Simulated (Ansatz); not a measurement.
## Ge3N4: pressure against volume

Reference cell: a structure deposited in the COD, whose atoms a relaxation with PBE at fixed cell left in place.

Space group Fd-3m:1 (No. 227); a = 8.3091 Å.

| site | Wyckoff | site symmetry | x | y | z |
| --- | --- | --- | --- | --- | --- |
| Ge1 | 16d | .-3m | 0.1250 | 0.1250 | 0.6250 |
| Ge5 | 8a | -43m | 0.5000 | 0.5000 | 0.0000 |
| N | 32e | .3m | 0.8832 | 0.8832 | 0.3832 |

One atom of each set is listed; the run and its k-mesh use a cell of 14 atoms with edges of 5.88, 5.88, 5.88 Å.

Computed with Ansatz: DFT, PBE, plane waves and PAW, scalar-relativistic, 420 eV cutoff, Γ-centred 6×6×6 k-points, Fermi–Dirac smearing 0.02 eV.

The cell is scaled uniformly, and the ions relax again at each size.

| V/V₀ | pressure (GPa) | gap on the k-mesh (eV) |
| --- | --- | --- |
| 0.94 | 15.7 | 2.35 |
| 0.96 | 10.0 | 2.28 |
| 0.98 | ? | ? |
| 1.00 | 0.3 | 1.90 |
| 1.02 | -3.7 | 1.65 |
| 1.04 | -7.3 | 1.41 |
| 1.06 | -10.5 | 1.17 |

Question: Estimate the row at V/V₀ = 0.98, the equilibrium volume and the bulk modulus.

Answer: pressure (GPa): 4.9; gap on the k-mesh (eV): 2.15. Worked: a parabola in ln(V/V₀) through the other 6 rows gives 4.9 GPa there. It crosses zero pressure at V/V₀ = 1.002, the equilibrium volume of this functional, where the bulk modulus is B = −dP/d ln V = 214 GPa. The gap falls as the cell grows, by 0.103 eV per per cent of volume.

PBE gaps are too small, by a third to a half in many semiconductors; their changes with volume are better.
